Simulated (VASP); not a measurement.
A run of VASP 6.6.1 is set up as follows.

The input INCAR:

```
PREC = Accurate
ENCUT = 520
EDIFF = 1E-7
ISMEAR = 0
SIGMA = 0.05
LREAL = False
LASPH = True
NELM = 100
ALGO = Normal
ISIF = 2
LWAVE = False
LCHARG = False
GGA = PS
NBANDS = 14
```

File KPOINTS:

```
regular mesh
0
Gamma
  8 8 8
```

File POSCAR:

```
NaF
1.0
    0.0000000000      2.3233000000      2.3233000000
    2.3233000000      0.0000000000      2.3233000000
    2.3233000000      2.3233000000      0.0000000000
Na F
1 1
Direct
    0.0000000000      0.0000000000      0.0000000000
    0.3063099901      0.5000000000      0.5000000000
```

Potentials or basis: VASP PAW PBE potentials, release 64 (Na_pv, F).

Launch:

```bash
$ cat potpaw_PBE.64/Na_pv/POTCAR potpaw_PBE.64/F/POTCAR > POTCAR
$ mpirun -np 1 vasp_std > vasp.out
```

(1) Estimate the band gap on the k mesh.

(2) Predict the largest force.

(3) What does it give for the pressure?

## Answers

(1) 6.07 eV, indirect (least direct gap 6.09 eV).

(2) 2.029 eV/Å.

(3) 12.3 GPa.

Caveat: the PAW data sets were made with another functional, which shifts forces and pressure a little.
